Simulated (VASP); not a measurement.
# VASP 6.6.1, PBEsol single-point calculation, WS2 (distorted 1T (CdI2) bulk)

INCAR

```
LCHARG = .FALSE.
LASPH = .TRUE.
NSW = 0
EDIFF = 1E-7
ISMEAR = -1
NBANDS = 20
ENCUT = 520
IBRION = -1
LREAL = .FALSE.
NELM = 120
SIGMA = 0.02
ISIF = 2
GGA = PS
LWAVE = .FALSE.
PREC = Accurate
```

KPOINTS

```
KPOINTS created by Atomic Simulation Environment
0
Gamma
8 8 4
0 0 0
```

POSCAR

```
W  S
 1.0000000000000000
     3.3658999999999999    0.0223000000000000    0.1073000000000000
    -1.6636000000000000    2.7966000000000002   -0.0044000000000000
     0.1993000000000000    0.1056000000000000    5.8068999999999997
 W   S
   1   2
Cartesian
  3.2254520899999997  0.2005743100000000  0.2195821900000000
  0.0144103099999999  1.6444273500000000  1.2884286100000000
  1.8116437500000002  1.2172911100000001  4.5425006500000000
```

VASP ran with the recommended PBE PAW datasets (26 valence electrons in the cell).

Command

```
mpirun -np 1 vasp_std
```

OSZICAR

```
N       E                     dE             d eps       ncg     rms          rms(c)
DAV:   1     0.206101401057E+03    0.20610E+03   -0.13215E+04  5280   0.128E+03
DAV:   2    -0.115008767856E+02   -0.21760E+03   -0.21117E+03  6060   0.348E+02
DAV:   3    -0.222676874159E+02   -0.10767E+02   -0.10639E+02  6748   0.731E+01
DAV:   4    -0.224296989820E+02   -0.16201E+00   -0.16185E+00  6340   0.957E+00
DAV:   5    -0.224327347140E+02   -0.30357E-02   -0.30356E-02  6596   0.137E+00    0.372E+01
DAV:   6    -0.213227242255E+02    0.11100E+01   -0.41484E+00  5660   0.139E+01    0.163E+01
DAV:   7    -0.211937753291E+02    0.12895E+00   -0.11187E+00  5616   0.614E+00    0.625E+00
DAV:   8    -0.211546671999E+02    0.39108E-01   -0.32680E-01  5864   0.360E+00    0.168E+00
DAV:   9    -0.211508566555E+02    0.38105E-02   -0.18205E-02  6884   0.106E+00    0.741E-01
DAV:  10    -0.211504794667E+02    0.37719E-03   -0.61585E-03  5880   0.496E-01    0.937E-02
DAV:  11    -0.211504692750E+02    0.10192E-04   -0.40132E-04  6152   0.160E-01    0.382E-02
DAV:  12    -0.211504766051E+02   -0.73301E-05   -0.46828E-05  5928   0.489E-02    0.101E-02
DAV:  13    -0.211504800695E+02   -0.34644E-05   -0.64839E-06  6188   0.180E-02    0.638E-03
DAV:  14    -0.211504802847E+02   -0.21521E-06   -0.63255E-07  6160   0.531E-03    0.271E-03
DAV:  15    -0.211504804706E+02   -0.18594E-06   -0.30066E-07  5800   0.319E-03    0.139E-03
DAV:  16    -0.211504804685E+02    0.21246E-08   -0.55638E-09  3816   0.601E-04
   1 F= -.21150480E+02 E0= -.21149624E+02  d E =-.171351E-02
```

From OUTCAR

```
k-points           NKPTS =    132   k-points in BZ     NKDIM =    132   number of bands    NBANDS=     20

   NELECT =      26.0000    total number of electrons

   dimension x,y,z NGX =    28 NGY =   24 NGZ =   48
   dimension x,y,z NGXF=    56 NGYF=   48 NGZF=   96

  energy-cutoff  :      520.00
  volume of cell :       54.80
      direct lattice vectors                 reciprocal lattice vectors
     3.365900000  0.022300000  0.107300000     0.296355951  0.176270794 -0.013376834
    -1.663600000  2.796600000 -0.004400000    -0.002156294  0.356284276 -0.006405116
     0.199300000  0.105600000  5.806900000    -0.005477704 -0.002987171  0.172451248

 k-points in reciprocal lattice and weights: KPOINTS created by Atomic Simulation Env
   0.00000000  0.00000000  0.00000000       0.004
   0.12500000  0.00000000  0.00000000       0.008
   0.25000000  0.00000000  0.00000000       0.008
   0.37500000  0.00000000 -0.00000000       0.008
   0.50000000  0.00000000  0.00000000       0.004
  -0.00000000  0.12500000 -0.00000000       0.008
   0.12500000  0.12500000 -0.00000000       0.008
   0.25000000  0.12500000 -0.00000000       0.008
   ...

 E-fermi :   7.5239

 k-point     1 :       0.0000    0.0000    0.0000
  band No.  band energies     occupation
      1     -67.2578      2.00000
      2     -32.1486      2.00000
      3     -31.4810      2.00000
      4     -31.4291      2.00000
      5      -8.9855      2.00000
      6      -6.1759      2.00000
      7      -0.5679      2.00000
      8       0.9984      2.00000
      9       1.3444      2.00000
     10       4.2944      2.00000
     11       4.9126      2.00000
     12       5.6798      2.00000
     13       7.0740      2.00000
     14       7.5587      0.29829
     15       7.8532      0.00000
     16      10.2083      0.00000
     17      11.5487      0.00000
     18      12.6692      0.00000
     19      13.8229      0.00000
     20      15.7274      0.00000

 k-point     2 :       0.1250    0.0000    0.0000
  band No.  band energies     occupation
      1     -67.2562      2.00000
      2     -32.1656      2.00000
      3     -31.5046      2.00000
      4     -31.4305      2.00000
      5      -8.7239      2.00000
      6      -6.2144      2.00000
      7      -0.2881      2.00000
      8       0.8062      2.00000
      9       1.4002      2.00000
     10       3.6700      2.00000
     11       4.7907      2.00000
     12       5.9066      2.00000
     13       6.1296      2.00000
     14       7.8943      0.00000
     15       8.4486      0.00000
     16       9.9734      0.00000
     17      11.3497      0.00000
     18      13.7134      0.00000
     19      14.3125      0.00000
     20      15.4667      0.00000

 k-point     3 :       0.2500    0.0000    0.0000
  band No.  band energies     occupation
      1     -67.2526      2.00000
      2     -32.2114      2.00000
      3     -31.5593      2.00000
      4     -31.4300      2.00000
      5      -8.0555      2.00000
      6      -6.2766      2.00000
      7       0.1922      2.00000
      8       0.6807      2.00000
      9       1.4263      2.00000
     10       2.6397      2.00000
     11       4.1400      2.00000
     12       5.3657      2.00000
     13       6.2671      2.00000
     14       8.0316      0.00000
     15       8.7312      0.00000
     16      10.2282      0.00000
     17      11.6021      0.00000
     18      14.3415      0.00000
     19      15.0232      0.00000
     20      15.7718      0.00000

 k-point     4 :       0.3750    0.0000   -0.0000
  band No.  band energies     occupation
      1     -67.2489      2.00000
      2     -32.2635      2.00000
      3     -31.6081      2.00000
      4     -31.4272      2.00000
      5      -7.4020      2.00000
      6      -6.1597      2.00000
      7      -0.4198      2.00000
      8       1.1330      2.00000
      9       1.6422      2.00000
     10       2.1984      2.00000
     11       3.7552      2.00000
     12       4.7181      2.00000
     13       6.5257      2.00000
     14       8.0062      0.00000
     15       8.7727      0.00000
     16      10.5579      0.00000
     17      11.7553      0.00000
     18      13.7627      0.00000
     19      14.4640      0.00000
     20      15.6241      0.00000

 k-point     5 :       0.5000    0.0000    0.0000
  band No.  band energies     occupation
      1     -67.2474      2.00000
      2     -32.2868      2.00000
      3     -31.6264      2.00000
      4     -31.4255      2.00000
      5      -7.2123      2.00000
      6      -5.9369      2.00000
      7      -0.9077      2.00000
      8       1.1973      2.00000
      9       1.7138      2.00000
     10       2.4241      2.00000
     11       3.6165      2.00000
     12       4.5790      2.00000
     13       6.7569      2.00000
     14       7.7870      0.00000
     15       8.5914      0.00000
     16      10.4774      0.00000
     17      11.9722      0.00000
     18      13.5852      0.00000
     19      14.0776      0.00000
     20      15.4217      0.00000

 k-point     6 :      -0.0000    0.1250   -0.0000
  band No.  band energies     occupation
      1     -67.2558      2.00000
      2     -32.1792      2.00000
      3     -31.4896      2.00000
      4     -31.4407      2.00000
      5      -8.6786      2.00000
      6      -6.2512      2.00000
      7      -0.2645      2.00000
      8       0.9681      2.00000
      9       1.5149      2.00000
     10       3.5303      2.00000
     11       4.4004      2.00000
     12       5.7565      2.00000
     13       6.5651      2.00000
     14       7.8730      0.00000
     15       8.2968      0.00000
     16      10.1472      0.00000
     17      11.2195      0.00000
     18      13.4840      0.00000
     19      14.4525      0.00000
     20      16.2784      0.00000

 k-point     7 :       0.1250    0.1250   -0.0000
  band No.  band energies     occupation
      1     -67.2529      2.00000
      2     -32.2257      2.00000
      3     -31.5227      2.00000
      4     -31.4387      2.00000
      5      -8.1520      2.00000
      6      -6.3530      2.00000
      7       0.3099      2.00000
      8       0.8111      2.00000
      9       1.8391      2.00000
     10       2.5526      2.00000
     11       3.7735      2.00000
     12       5.6438      2.00000
     13       6.2392      2.00000
     14       8.0404      0.00000
     15       8.5892      0.00000
     16       9.7893      0.00000
     17      11.6149      0.00000
     18      14.6095      0.00000
     19      14.9517      0.00000
     20      15.7741      0.00000

 k-point     8 :       0.2500    0.1250   -0.0000
  band No.  band energies     occupation
      1     -67.2493      2.00000
      2     -32.2756      2.00000
      3     -31.5730      2.00000
      4     -31.4370      2.00000
      5      -7.4639      2.00000
      6      -6.3213      2.00000
      7       0.2552      2.00000
      8       0.9714      2.00000
      9       1.6591      2.00000
     10       2.3391      2.00000
     11       3.3601      2.00000
     12       4.7738      2.00000
     13       6.3489      2.00000
     14       8.2420      0.00000
     15       8.7376      0.00000
     16       9.7763      0.00000
     17      11.9838      0.00000
     18      14.1165      0.00000
     19      15.0868      0.00000
     20      15.8474      0.00000

 k-point     9 :       0.3750    0.1250   -0.0000
  band No.  band energies     occupation
      1     -67.2469      2.00000
      2     -32.2969      2.00000
      3     -31.6171      2.00000
      4     -31.4340      2.00000
      5      -7.1281      2.00000
      6      -6.0195      2.00000
      7      -0.5157      2.00000
      8       0.8769      2.00000
      9       1.8717      2.00000
     10       2.5862      2.00000
     11       3.3523      2.00000
     12       4.1471      2.00000
     13       6.8509      2.00000
     14       7.8469      0.00000
     15       8.6373      0.00000
     16      10.2453      0.00000
     17      11.7937      0.00000
     18      13.7643      0.00000
     19      14.6018      0.00000
     20      15.7633      0.00000

 k-point    10 :       0.5000    0.1250   -0.0000
  band No.  band energies     occupation
      1     -67.2473      2.00000
      2     -32.2728      2.00000
      3     -31.6333      2.00000
      4     -31.4329      2.00000
      5      -7.1496      2.00000
      6      -6.0384      2.00000
      7      -0.5491      2.00000
      8       1.0507      2.00000
      9       1.4943      2.00000
     10       2.2653      2.00000
     11       3.5860      2.00000
     12       4.2178      2.00000
     13       7.2009      2.00000
     14       7.9298      0.00000
     15       8.5198      0.00000
     16      10.4279      0.00000
     17      11.9983      0.00000
     18      13.8978      0.00000
     19      14.6066      0.00000
     20      15.0501      0.00000

 ...

  Total        0.6731048     20.7369906     14.9753509      2.3177757     15.0199552     -0.5161547
  in kB       19.6797612    606.2933992    437.8386719     67.7654806    439.1427805    -15.0909643
  external PRESSURE =     354.6039441 kB  Pullay stress =       0.0000000 kB

 POSITION                                       TOTAL-FORCE (eV/Angst)
 -----------------------------------------------------------------------------------
      3.22545      0.20057      0.21958         0.150999     -9.806849     -9.592399
      0.01441      1.64443      1.28843        -0.274894     11.111610     11.162302
      1.81164      1.21729      4.54250         0.123895     -1.304761     -1.569903
 -----------------------------------------------------------------------------------
    total drift:                                0.000057      0.000067     -0.000092

  FREE ENERGIE OF THE ION-ELECTRON SYSTEM (eV)
  ---------------------------------------------------
  free  energy   TOTEN  =       -21.1504804685 eV

  energy  without entropy=      -21.1487669611  energy(sigma->0) =      -21.14962371
```

```json
{
  "gap between bands v and c on the k mesh": "-0.04 eV (bands overlap: a metal)",
  "least direct gap on the k mesh": "0.12 eV",
  "pressure": "35.5 GPa",
  "largest force": "15.75 eV/Å"
}
```

Band v is the last that the valence electrons fill when counted band by band, and c is the next.

The run took about 51 s on one core of a shared host (Intel Xeon 6975P-C) and held 0.27 GiB at most.
